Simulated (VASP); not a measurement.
**CdS: single point with PBE**

Crystal: CdS.

```xyz
4
Lattice="3.8984 0.0000 0.0000 0.0000 5.5115 0.0000 0.0000 0.0000 3.8981" Properties=species:S:1:pos:R:3 pbc="T T T"
Cd    1.9492    2.7557    0.9473
Cd    0.0000    0.0000    2.9508
S     1.9492    0.0000    0.9947
S     0.0000    2.7557    2.9035
```

The cell comes from a database or a generator and needn't be the stable form of this composition.

| Property | Result |
| --- | --- |
| Program | VASP 6.6.1 |
| Task | single point |
| Functional | PBE |
| Potentials or basis | VASP PAW PBE potentials, release 64 (Cd, S) |
| Cutoff | 520 eV |
| k mesh | 6 × 4 × 6 |
| Occupations | gaussian, width 0.1 eV |
| Spin | no spin polarisation |

```yaml
Pressure: -0.3 GPa
Largest_force: 0.026 eV/Å
Band_gap_on_the_k_mesh: 0.26 eV
```

Forces in eV/Å, atoms in the order of the input:
```
Cd   0.000  0.000  0.021
Cd   0.000  0.000 -0.021
S    0.000  0.000 -0.026
S    0.000  0.000  0.026
```

Stress tensor (GPa, compression positive):
```
-0.28  0.00  0.00
 0.00 -0.36  0.00
 0.00  0.00 -0.29
```

Levels at points of the mesh, in eV from the valence-band top:
```
           k point  band 16  band 17  band 18  band 19  band 20  band 21
(0.00, 0.00, 0.00)    -0.69    -0.69    -0.69     0.26     0.82     6.08
(0.50, 0.00, 0.00)    -2.22    -0.13    -0.13     4.41     4.41     5.35
(0.00, 0.50, 0.00)    -1.33    -1.33    -1.33     3.00     3.00     6.53
(0.50, 0.50, 0.00)     0.00     0.00     0.00     3.54     3.54     5.93
(0.00, 0.00, 0.50)    -2.22    -0.14    -0.12     4.40     4.42     5.36
(0.50, 0.00, 0.50)    -2.04    -2.04    -2.04     0.26     0.26     6.08
(0.00, 0.50, 0.50)     0.00     0.00     0.00     3.54     3.54     5.93
(0.50, 0.50, 0.50)    -3.08    -2.77    -2.77     3.34     3.34     6.69
```

Run time: 68 s on 1 thread of Intel(R) Xeon(R) Platinum 8488C (Sapphire Rapids), on a shared host, peak memory 0.23 GiB.

A k mesh can miss the band edges. PBE gaps usually lie below the measured ones, often by a third to a half.
